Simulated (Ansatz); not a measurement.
Computed with Ansatz.

A structure relaxed at PBE0-D4/def2-TZVP, charge 0, multiplicity 1:

Cartesian coordinates in Å:
```
C 0.0682 0.9621 0.9469
C 0.5237 0.4798 -0.4177
C 0.1732 -0.9697 -0.7073
S -1.6001 -1.3254 -0.8473
H 0.4747 0.3334 1.7450
H -1.0211 0.9490 1.0278
H 0.3976 1.9866 1.1316
H 1.6130 0.5797 -0.4957
H 0.0934 1.1132 -1.1994
H 0.5779 -1.2712 -1.6763
H 0.6080 -1.6377 0.0402
H -1.9086 -1.1998 0.4523
```

Question: Give its formula and SMILES.

Answer: C3H8S, `CCCS`.

Question: Summarise the bond lengths by kind.

Answer: 2 × C–C 1.517 to 1.519 Å; 7 × C–H 1.092 to 1.097 Å; 1 × C–S 1.814 Å; 1 × H–S 1.342 Å.
